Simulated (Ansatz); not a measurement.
Crystal: Cr.

```
Cr
1.0
     2.71400    0.00000    0.00000
    -1.35700    2.35039    0.00000
     0.00000    0.00000    4.41000
Cr
2
Direct
  0.66667 0.33333 0.75000
  0.33333 0.66667 0.25000
```

This isn't the form of Cr at room conditions, which is bcc.

Base run:

* Program: Ansatz 0.2.0
* Functional: PBE
* Potentials or basis: Ansatz PAW
* Cutoff: 420 eV (not typed: the program's choice for these potentials)
* k mesh: 11 × 11 × 6
* Occupations: fermi-dirac, width 0.05 eV
* Spin: collinear spin, random start
* Starting moments: [-1.14, 2.22] μB

Its results: band gap on the k mesh none (metal or under the smearing width); pressure -25.5 GPa.

Problem. The run is repeated on the same cell with these changes: spin from collinear spin, random start to no spin polarisation. What comes out?

Solution. Band gap on the k mesh none (metal or under the smearing width); pressure -27.6 GPa.

Caveats: the starting moments weren't kept (some runs).
